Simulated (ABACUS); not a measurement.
SnTe:

```
CELL_PARAMETERS angstrom
0.00000 3.15085 3.15085
3.15085 0.00000 3.15085
3.15085 3.15085 0.00000
ATOMIC_POSITIONS crystal
Te 0.50000 0.50000 0.50000
Sn 0.00000 0.00000 0.00000
```

Program: ABACUS 3.10.1. Alike in all runs: task single point; no spin polarisation; cell as given; smearing fermi-dirac 0.05 eV.

Problem. Order these runs on this cell by their pressure, lowest first.
A. level PBE; potentials or basis SG15 ONCV 1.2 PBE, DZP LCAO (the cutoffs set its grid); k mesh 6 × 6 × 6; cutoff (eV) 1361; SCF threshold on the density 1e-07; eigensolver genelpa; mesh quality not flagged
B. level rSCAN; potentials or basis SG15 ONCV 1.2 PBE, plane waves; k mesh 4 × 4 × 4; cutoff (eV) 1306; SCF threshold on the density 1e-08; eigensolver dav; mesh quality coarse
C. level LDA; potentials or basis PseudoDojo NC SR 0.4.1 LDA standard, plane waves; k mesh 6 × 6 × 6; cutoff (eV) 1129; SCF threshold on the density 1e-08; eigensolver dav; mesh quality not flagged

Solution. C (-1.5 GPa), B (0.8 GPa), A (3.2 GPa).

Caveats: some runs use coarse meshes; the potentials were made for another functional, which shifts forces and pressure (some runs); the atomic orbitals were generated for these runs and aren't a published set (some runs); the basis of atomic orbitals isn't converged, which shifts pressures, moduli and gaps (some runs).

Not every run made on this cell is shown here.
